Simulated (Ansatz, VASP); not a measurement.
One calculation of GaN, two programs

INCAR

```
PREC = Accurate
ENCUT = 520
EDIFF = 1E-6
ISMEAR = -1
SIGMA = 0.05
LREAL = False
LASPH = True
NELM = 80
ALGO = Normal
ISIF = 2
LWAVE = False
LCHARG = True
GGA = RE
IVDW = 12
LELF = True
LVHAR = True
NBANDS = 26
```

Contents of KPOINTS:

```
Automatic mesh
0
Gamma
  10 10 5
```

POSCAR

```
GaN
1.0
    3.1800000000      0.0000000000      0.0000000000
   -1.5900000000      2.7539607840      0.0000000000
    0.0000000000      0.0000000000      5.1660000000
Ga N
2 2
Direct
    0.6666666667      0.3333333333      0.5000000000
    0.3333333333      0.6666666667      0.0000000000
    0.6666666667      0.3333333333      0.8750000000
    0.3333333333      0.6666666667      0.3750000000
```

The input input.yaml:

```yaml
crystal:
  lattice:
    - [3.18, 0.0, 0.0]
    - [-1.59, 2.753960784, 0.0]
    - [0.0, 0.0, 5.166]
  atoms:
    - { symbol: Ga, position: [0.6666666667, 0.3333333333, 0.5] }
    - { symbol: Ga, position: [0.3333333333, 0.6666666667, 0.0] }
    - { symbol: "N", position: [0.6666666667, 0.3333333333, 0.875] }
    - { symbol: "N", position: [0.3333333333, 0.6666666667, 0.375] }
hamiltonian:
  xc: revpbe
  pseudopotentials: { kind: paw }
  dispersion: d3bj
kpoints:
  mp_grid: { grid: [10, 10, 5] }
scf:
  occupations: { method: fermi_dirac, width: 0.05 }
output:
  forces: true
  stress: true
  eigenvalues: true
```

Alike in both runs: task single point; functional revPBE; dispersion D3(BJ); k mesh 10 × 10 × 5; occupations fermi-dirac, width 0.05 eV; no spin polarisation.

|  | VASP | Ansatz |
| --- | --- | --- |
| version | VASP 6.6.1 | Ansatz 0.2.0 |
| potentials or method | VASP PAW PBE potentials, release 64 (Ga_d, N) | Ansatz PAW |
| plane-wave cutoff (eV) | 520 | 420 |
| valence electrons in the cell | 36 | 36 |

```csv
,VASP,Ansatz,Ansatz less VASP
gap on the k mesh at the Fermi level (eV),2.02,1.99,-0.022
least direct gap on the mesh (eV),2.02,1.99,-0.022
pressure (GPa),2.6,2.8,+0.18
largest component of the traceless stress (GPa),1.53,1.52,-0.009
rms of the force components (eV/Å),0.077,0.078,+0.0019
dispersion energy (meV/atom),-496.2,-496.2,-0.06
```

Atom by atom the forces differ by 0.002 eV/Å (rms over components).

Caveats: the PAW data sets were made with another functional, which shifts forces and pressure a little (VASP); odd divisions of the mesh miss points on the zone boundary, where band edges often lie, so the gap on the mesh can be too wide (Ansatz); the pressure holds a Pulay correction of +0.5 GPa for the finite cutoff (Ansatz); the PAW data sets come from PBE, with cores solved anew for the run's functional, which leaves a small shift of forces and pressure (Ansatz).
